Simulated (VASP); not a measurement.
# InSe (P6_3/mmc) in VASP: notebook, part 2 of 2

VASP 6.6.1. The steps go on from the part before.

## 4. Single point, LDA

Input file INCAR:

```
SYSTEM = InSe
PREC = Accurate ; ENCUT = 400
EDIFF = 1E-7 ; ISMEAR = 0
SIGMA = 0.02 ; LREAL = .False.
LASPH = .True. ; NELM = 80
ALGO = Normal ; ISIF = 2
LWAVE = .False. ; LCHARG = .False.
```

Input file KPOINTS:

```
regular mesh
0
Gamma
  12 12 2
  0 0 0
```

Input file POSCAR:

```
InSe
1.0
    4.0321066000      0.0000000000      0.0000000000
   -2.0160533000      3.4919067000      0.0000000000
    0.0000000000      0.0000000000     16.7472324000
In Se
4 4
Direct
    0.3333334000      0.6666667000      0.1666036000
    0.6666666000      0.3333334000      0.6666036000
    0.3333334000      0.6666667000      0.3333964000
    0.6666666000      0.3333334000      0.8333964000
    0.3333334000      0.6666667000      0.5896630000
    0.6666666000      0.3333334000      0.0896629000
    0.3333334000      0.6666667000      0.9103370000
    0.6666666000      0.3333334000      0.4103371000
```

Potentials or basis: VASP PAW LDA potentials, release 64 (In_d, Se).

On the command line:

```bash
cat potpaw_LDA.64/In_d/POTCAR potpaw_LDA.64/Se/POTCAR > POTCAR
mpirun -np 1 vasp_std > vasp.out
```

OUTCAR:

```text
SYSTEM = InSe
   PREC = Accurate
   ENCUT = 400
   EDIFF = 1E-7
   ISMEAR = 0
   LREAL = .False.
   LASPH = .True.
   NELM = 80
   ISIF = 2

 ion  position               nearest neighbor table
   1  0.333  0.667  0.167-   6 2.66   6 2.66   6 2.66   3 2.79
   2  0.667  0.333  0.667-   5 2.66   5 2.66   5 2.66   4 2.79
   3  0.333  0.667  0.333-   8 2.66   8 2.66   8 2.66   1 2.79
   4  0.667  0.333  0.833-   7 2.66   7 2.66   7 2.66   2 2.79
   5  0.333  0.667  0.590-   2 2.66   2 2.66   2 2.66
   6  0.667  0.333  0.090-   1 2.66   1 2.66   1 2.66
[... 1370 lines left out ...]
  Total       -3.4442278     -3.4442277     -3.4937741      0.0000000      0.0000000      0.0000000
  in kB      -23.4026355    -23.4026349    -23.7392896      0.0000000      0.0000000      0.0000000
  external PRESSURE =     -23.5148534 kB  Pullay stress =       0.0000000 kB

 VOLUME and BASIS-vectors are now :
 -----------------------------------------------------------------------------
  energy-cutoff  :      400.00
  volume of cell :      235.80
      direct lattice vectors                 reciprocal lattice vectors
     4.032106600  0.000000000  0.000000000     0.248009316  0.143188247  0.000000000
    -2.016053300  3.491906700  0.000000000     0.000000000  0.286376495  0.000000000
     0.000000000  0.000000000 16.747232400     0.000000000  0.000000000  0.059711359

 POSITION                                       TOTAL-FORCE (eV/Angst)
 -----------------------------------------------------------------------------------
      0.00000      2.32794      2.79015        -0.000000     -0.000000     -0.103494
      2.01605      1.16397     11.16377         0.000000     -0.000000     -0.103494
      0.00000      2.32794      5.58347        -0.000000     -0.000000      0.103494
      2.01605      1.16397     13.95708         0.000000      0.000000      0.103494
      0.00000      2.32794      9.87522        -0.000000      0.000000      0.295439
      2.01605      1.16397      1.50161         0.000000     -0.000000      0.295439
      0.00000      2.32794     15.24563        -0.000000     -0.000000     -0.295439
      2.01605      1.16397      6.87201         0.000000     -0.000000     -0.295439
 -----------------------------------------------------------------------------------
    total drift:                                0.000112     -0.000360      0.000037

  FREE ENERGIE OF THE ION-ELECTRON SYSTEM (eV)
  ---------------------------------------------------
  free  energy   TOTEN  =       -33.2502599509 eV

  energy  without entropy=      -33.2502599509  energy(sigma->0) =      -33.25025995
```

OSZICAR:

```text
N       E                     dE             d eps       ncg     rms          rms(c)
DAV:   1     0.709977091200E+03    0.70998E+03   -0.29695E+04  3436   0.157E+03
DAV:   2     0.734630146585E+02   -0.63651E+03   -0.62263E+03  3464   0.427E+02
DAV:   3    -0.276605646031E+02   -0.10112E+03   -0.97674E+02  4202   0.189E+02
DAV:   4    -0.340060805079E+02   -0.63455E+01   -0.63038E+01  4080   0.472E+01
DAV:   5    -0.342429823043E+02   -0.23690E+00   -0.23667E+00  4369   0.886E+00    0.104E+01
DAV:   6    -0.333317073618E+02    0.91127E+00   -0.17515E+00  4422   0.169E+01    0.592E+00
DAV:   7    -0.332640148107E+02    0.67693E-01   -0.91174E-01  4881   0.533E+00    0.131E+00
DAV:   8    -0.332523151433E+02    0.11700E-01   -0.91451E-02  4967   0.299E+00    0.106E+00
DAV:   9    -0.332511602087E+02    0.11549E-02   -0.14837E-02  4260   0.500E-01    0.542E-01
DAV:  10    -0.332502861933E+02    0.87402E-03   -0.17517E-03  4966   0.450E-01    0.190E-01
DAV:  11    -0.332502603888E+02    0.25805E-04   -0.55505E-04  4779   0.165E-01    0.330E-02
DAV:  12    -0.332502592961E+02    0.10927E-05   -0.50114E-05  5045   0.354E-02    0.234E-02
DAV:  13    -0.332502600627E+02   -0.76656E-06   -0.74422E-06  5055   0.200E-02    0.653E-03
DAV:  14    -0.332502599296E+02    0.13305E-06   -0.13535E-06  4919   0.111E-02    0.446E-03
DAV:  15    -0.332502599509E+02   -0.21279E-07   -0.17285E-07  2596   0.253E-03
   1 F= -.33250260E+02 E0= -.33250260E+02  d E =-.208132E-10
```

It took 3.9 min on 1 thread of Intel Xeon 6975P-C (Granite Rapids), shared host; peak memory 0.35 GiB.

Results:

| Item | Value |
| --- | --- |
| Free energy | -33.2503 eV |
| Pressure | -2.4 GPa |
| Largest force | 0.295 eV/Å |
| Band gap on the k mesh | 0.16 eV, direct |

Forces on the atoms (eV/Å):
```
In   0.000  0.000 -0.103
In   0.000  0.000 -0.103
In   0.000  0.000  0.103
In   0.000  0.000  0.103
Se   0.000  0.000  0.295
Se   0.000  0.000  0.295
Se   0.000  0.000 -0.295
Se   0.000  0.000 -0.295
```

Caveat: spin-orbit coupling is left out, which moves the levels of the heavy elements.

## 5. Single point, PBE

Input file INCAR:

```
PREC = Accurate
ENCUT = 400
EDIFF = 1E-6
ISMEAR = 0
SIGMA = 0.02
LREAL = False
LASPH = True
NELM = 80
ALGO = Normal
ISIF = 2
LWAVE = False
LCHARG = True
GGA = PE
LELF = True
LVHAR = True
NBANDS = 48
```

Input file KPOINTS:

```
Automatic mesh
0
Gamma
  12 12 2
```

POSCAR is that of step 4.

Potentials or basis: VASP PAW PBE potentials, release 64 (In_d, Se).

On the command line:

```bash
cat potpaw_PBE.64/In_d/POTCAR potpaw_PBE.64/Se/POTCAR > POTCAR
mpirun -np 1 vasp_std > vasp.out
```

Wall time 3.2 min (1 thread of Intel Xeon 6975P-C (Granite Rapids), shared host); peak memory 0.41 GiB.

It converged, with:

```yaml
Free_energy: -28.3183 eV
Pressure: 1.7 GPa
Largest_force: 0.016 eV/Å
Band_gap_on_the_k_mesh: 0.35 eV, direct
```

Forces in eV/Å, atoms in the order of the input:
```
In   0.000  0.000 -0.006
In   0.000  0.000 -0.006
In   0.000  0.000  0.006
In   0.000  0.000  0.006
Se   0.000  0.000  0.016
Se   0.000  0.000  0.016
Se   0.000  0.000 -0.016
Se   0.000  0.000 -0.016
```

Stress tensor (GPa, compression positive):
```
1.69 0.00 0.00
0.00 1.69 0.00
0.00 0.00 1.81
```

Levels at points of the mesh, in eV from the valence-band top:
```tsv
k point	band 36	band 37	band 38	band 39	band 40	band 41
(0.00, 0.00, 0.00)	-1.09	-1.09	0.00	0.35	1.74	2.12
(0.50, 0.00, 0.00)	-2.07	-1.97	-1.34	1.11	1.20	1.93
(0.00, 0.00, 0.50)	-1.13	-0.92	-0.92	1.22	1.22	2.13
(0.50, 0.00, 0.50)	-2.04	-1.71	-1.71	1.46	1.46	1.58
```

Caveat: spin-orbit coupling is left out, which moves the levels of the heavy elements; this functional lacks dispersion, which binds the layers, so the pressure and a relaxed spacing across them are unreliable.

## 6. Single point, HSE06

POSCAR is that of step 5.

Input file INCAR.step1:

```
ALGO = Normal ; EDIFF = 1E-5
ENCUT = 400 ; GGA = PE
ISIF = 2 ; ISMEAR = 0
LASPH = T ; LCHARG = F
LREAL = F ; LWAVE = T
NBANDS = 48 ; NELM = 60
PREC = Accurate ; SIGMA = 0.02
```

Input file INCAR.step2:

```
ALGO = Normal ; EDIFF = 1E-6
ENCUT = 400 ; GGA = PE
HFSCREEN = 0.2 ; ISIF = 2
ISMEAR = 0 ; ISTART = 1
LASPH = T ; LCHARG = F
LHFCALC = T ; LREAL = F
LWAVE = F ; NBANDS = 48
NELM = 60 ; PREC = Accurate
PRECFOCK = Fast ; SIGMA = 0.02
```

Input file KPOINTS:

```
k-points
0
Gamma
  3 3 1
```

Potentials or basis: VASP PAW PBE potentials, release 64 (In_d, Se).

On the command line:

```bash
cat potpaw_PBE.64/In_d/POTCAR potpaw_PBE.64/Se/POTCAR > POTCAR
cp INCAR.step1 INCAR
mpirun -np 1 vasp_std > vasp.out
cp INCAR.step2 INCAR
mpirun -np 1 vasp_std > vasp.out
```

Wall time 13 min (1 thread of AMD EPYC 7R43 (Zen 3), shared host); peak memory 0.35 GiB.

Results (log left out):

| Property | Result |
| --- | --- |
| Free energy | -33.8956 eV |
| Pressure | 0.5 GPa |
| Largest force | 0.335 eV/Å |
| Band gap on the k mesh | 1.12 eV, direct |

Forces on the atoms (eV/Å):
```
In   0.000  0.000 -0.200
In   0.000  0.000 -0.200
In   0.000  0.000  0.200
In   0.000  0.000  0.200
Se   0.000  0.000  0.335
Se   0.000  0.000  0.335
Se   0.000  0.000 -0.335
Se   0.000  0.000 -0.335
```

Stress tensor (GPa, compression positive):
```
 0.86  0.00  0.00
 0.00  0.86  0.00
 0.00  0.00 -0.18
```

Levels at points of the mesh, in eV from the valence-band top:
```
           k point  band 36  band 37  band 38  band 39  band 40  band 41
(0.00, 0.00, 0.00)    -1.25    -1.25     0.00     1.12     2.52     2.91
```

Caveat: the k mesh is coarse (spacing up to 0.60 Å⁻¹), so the values aren't converged, least of all with exact exchange; the PAW data sets were made with another functional, which shifts forces and pressure a little; spin-orbit coupling is left out, which moves the levels of the heavy elements; this functional lacks dispersion, which binds the layers, so the pressure and a relaxed spacing across them are unreliable.

## 7. Overview

| level | potentials or basis | spin | k mesh | grid for exact exchange (PRECFOCK) | screening parameter | mesh quality | gap on the mesh (eV) | pressure (GPa) | largest force (eV/Å) |
| --- | --- | --- | --- | --- | --- | --- | --- | --- | --- |
| PBE | VASP PAW PBE potentials, release 64 (In_d, Se) | non-collinear, zero start, SOC | 6 × 6 × 1 | - | - | coarse | - | 1.8 | 0.04 |
| HSE06 | VASP PAW PBE potentials, release 64 (In_d, Se) | off | 2 × 2 × 1 | Normal | 0.2 1/A | coarse | 1.13 | 1.8 | 0.14 |
| LDA | VASP PAW LDA potentials, release 64 (In_d, Se) | off | 12 × 12 × 2 | - | - | not flagged | 0.16 | -2.4 | 0.30 |
| PBE | VASP PAW PBE potentials, release 64 (In_d, Se) | off | 12 × 12 × 2 | - | - | not flagged | 0.35 | 1.7 | 0.02 |
| HSE06 | VASP PAW PBE potentials, release 64 (In_d, Se) | off | 3 × 3 × 1 | Fast | 0.2 1/A | coarse | 1.12 | 0.5 | 0.33 |

Alike in all rows: task single point; cell as given; cutoff (eV) 400; smearing gaussian 0.02 eV.

Caveats: some runs use coarse meshes; this functional lacks dispersion, which binds the layers, so the pressure and a relaxed spacing across them are unreliable (some runs); spin-orbit coupling is left out, which moves the levels of the heavy elements (some runs); the PAW data sets were made with another functional, which shifts forces and pressure a little (some runs).

Absolute energies hang on the potentials; compare differences alone.
